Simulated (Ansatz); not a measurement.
Crystal: CuO (Tenorite).

```
CELL_PARAMETERS angstrom
2.34185 -1.71130 0.00000
2.34185 1.71130 0.00000
-0.85003 0.00000 5.05787
ATOMIC_POSITIONS crystal
Cu 0.50000 0.00000 0.50000
Cu 0.00000 0.50000 0.00000
O 0.41840 0.58160 0.75000
O 0.58160 0.41840 0.25000
```

```yaml
Program: Ansatz 0.2.0
Task: relaxation of cell and atoms
Functional: PBEsol
Potentials_or_basis: Ansatz PAW
Cutoff: "420 eV (not typed: the program's choice for these potentials)"
k_mesh: 10 × 10 × 5
Occupations: fermi-dirac, width 0.05 eV
Spin: no spin polarisation
```

At the start: volume 10.13 Å³/atom.

**Question.** Where does the relaxation end?

**Answer.** It ends after 21 steps and the volume is 10.67 Å³/atom (+5.2 %); space group P4_2/mmc (No. 131, to 0.05 Å).

Step by step:
| step | energy change (eV) | largest force (eV/Å) | volume (Å³) |
| --- | --- | --- | --- |
| 1 | 0.0000 | 0.3619 | 40.54 |
| 2 | -0.0231 | 0.2980 | 40.67 |
| 3 | -0.0694 | 0.0223 | 41.31 |
| 4 | -0.0825 | 0.0120 | 40.98 |
| 5 | -0.0871 | 0.0004 | 41.71 |
| 6 | -0.0872 | 0.0010 | 41.79 |
| 7 | -0.0872 | 0.0000 | 41.79 |
| 8 | -0.1169 | 0.0018 | 41.79 |
| 9 | -0.1289 | 0.0087 | 42.15 |
| 10 | -0.1325 | 0.0150 | 42.54 |
| 11 | -0.1331 | 0.0017 | 42.48 |
| 12 | -0.1438 | 0.0032 | 42.48 |
| 13 | -0.1466 | 0.0011 | 42.59 |
| 14 | -0.1466 | 0.0013 | 42.65 |
| 15 | -0.1467 | 0.0001 | 42.64 |
| 16 | -0.1488 | 0.0005 | 42.64 |
| 17 | -0.1492 | 0.0002 | 42.66 |
| 18 | -0.1492 | 0.0000 | 42.66 |
| 19 | -0.1495 | 0.0000 | 42.66 |
| 20 | -0.1495 | 0.0000 | 42.66 |
| 21 | -0.1495 | 0.0000 | 42.66 |

Final structure:
```yaml
crystal:
  lattice:
    - [2.04502, -2.04328, 0.15948]
    - [2.04502, 2.04328, 0.15948]
    - [-0.39784, 0.00000, 5.07417]
  atoms:
    - { symbol: Cu, position: [0.50000, 0.00000, 0.50000] }
    - { symbol: Cu, position: [0.00000, 0.50000, 0.00000] }
    - { symbol: O, position: [0.49989, 0.50011, 0.75000] }
    - { symbol: O, position: [0.50011, 0.49989, 0.25000] }
```

Caveat: the plane-wave basis is chosen anew once the cell has moved, so the energies of steps on either side of that aren't comparable; the pressure holds a Pulay correction of +0.7 GPa for the finite cutoff; the run has no spin polarisation, though such a crystal can be magnetic; the PAW data sets come from PBE, with cores solved anew for the run's functional, which leaves a small shift of forces and pressure.
